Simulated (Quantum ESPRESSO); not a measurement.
## NaF (Villiaumite): zone-centre phonons and dielectric response under several settings

```
Na F
1.0
     0.00000    2.32000    2.32000
     2.32000    0.00000    2.32000
     2.32000    2.32000    0.00000
Na F
1 1
Direct
  0.00000 0.00000 0.00000
  0.50000 0.50000 0.50000
```

All runs used Quantum ESPRESSO 7.5; k mesh 6 × 6 × 6, shifted; relaxed cell; no spin polarisation; cutoff 612 eV; occupations smeared at first, fixed for the response.

```csv
level,potentials,volume (Å³/atom),lowest optical mode without the field (cm⁻¹),highest mode with the field (cm⁻¹),ε∞ (mean),ε0 (mean),Born charge of atom 1 (e)
LDA,GBRV 1.5 LDA,11.57,277,427,1.93,4.6,1.00
PBE,GBRV 1.5 PBE,13.10,227,390,1.86,5.5,1.02
PBEsol,GBRV 1.5 PBEsol,?,?,?,?,?,?
```

**Question.** What stands in the row left open?

**Answer.** Volume 12.53 Å³/atom; lowest optical mode without the field 242 cm⁻¹; highest mode with the field 401 cm⁻¹; ε∞ 1.89; ε0 5.2; Born charge of atom 1 1.01 e.
